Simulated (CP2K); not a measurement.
Crystal: BeTe.

```xyz
2
Lattice="3.9174 0.0000 0.0000 1.9587 3.3925 0.0000 1.9587 1.1308 3.1985" Properties=species:S:1:pos:R:3 pbc="T T T"
Te    5.8761    3.3925    2.3989
Be    0.0000    0.0000    0.0000
```

Base run:

| Quantity | Value |
| --- | --- |
| Program | CP2K 2026.2 |
| Functional | PBE |
| Potentials or basis | POTENTIAL_UZH Te GTH-SCAN-q6, Be GTH-SCAN-q4; DZVP-MOLOPT-SR-GTH basis |
| Density cutoff | 11565 eV |
| k mesh | 8 × 8 × 8 |
| Occupations | fermi-dirac, width 0.05 eV |
| Spin | no spin polarisation |

Its results: band gap on the k mesh 2.54 eV, indirect (least direct gap 3.86 eV); pressure 4.3 GPa.

Question: The run is repeated on the same cell with these changes: potentials or basis from POTENTIAL_UZH Te GTH-SCAN-q6, Be GTH-SCAN-q4; DZVP-MOLOPT-SR-GTH basis to GTH_POTENTIALS Te GTH-PBE-q6, Be GTH-PBE-q4; DZVP-MOLOPT-SR-GTH basis; potentials from Te GTH-SCAN-q6 of POTENTIAL_UZH, Be GTH-SCAN-q4 of POTENTIAL_UZH to Te GTH-PBE-q6 of GTH_POTENTIALS, Be GTH-PBE-q4 of GTH_POTENTIALS. What comes out?

Answer: Band gap on the k mesh 2.46 eV, indirect (least direct gap 3.79 eV); pressure 5.1 GPa.

Caveats: spin-orbit coupling is left out, which moves the levels of the heavy elements; the basis of atomic orbitals isn't converged, which shifts pressures, moduli and gaps; the potentials were made for another functional, which shifts forces and pressure (some runs).
